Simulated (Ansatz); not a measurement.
The system is GaP.

```
Ga P
1.0
     0.00000    2.72525    2.72525
     2.72525    0.00000    2.72525
     2.72525    2.72525    0.00000
Ga P
1 1
Direct
  0.00000 0.00000 0.00000
  0.75000 0.75000 0.75000
```

* Program: Ansatz 0.2.0
* Task: relaxation of cell and atoms
* Functional: B3LYP
* Potentials or basis: Ansatz PAW
* Cutoff: 420 eV (not typed: the program's choice for these potentials)
* k mesh: 4 × 4 × 4
* Occupations: fermi-dirac, width 0.05 eV
* Spin: no spin polarisation

At the start: volume 20.24 Å³/atom.

Task: Where does the relaxation end?

Result: It ends after 5 steps and the volume is 21.23 Å³/atom (+4.9 %); space group F-43m (No. 216, to 0.05 Å).

The path:
```
step  energy change (eV)  largest force (eV/Å)  volume (Å³)
   1              0.0000                0.0000        40.48
   2             -0.0223                0.0000        41.90
   3             -0.0240                0.0000        42.42
   4             -0.0240                0.0000        42.47
   5             -0.0247                0.0000        42.47
```

Final structure:
```
Ga P
1.0
     0.00000    2.76908    2.76908
     2.76908    0.00000    2.76908
     2.76908    2.76908    0.00000
Ga P
1 1
Direct
  0.00000 0.00000 0.00000
  0.75000 0.75000 0.75000
```

Caveat: the k mesh is coarse (spacing up to 0.50 Å⁻¹), so the values aren't converged, least of all with exact exchange; the plane-wave basis is chosen anew once the cell has moved, so the energies of steps on either side of that aren't comparable; the PAW data sets come from PBE, with cores solved anew for the run's functional, which leaves a small shift of forces and pressure.
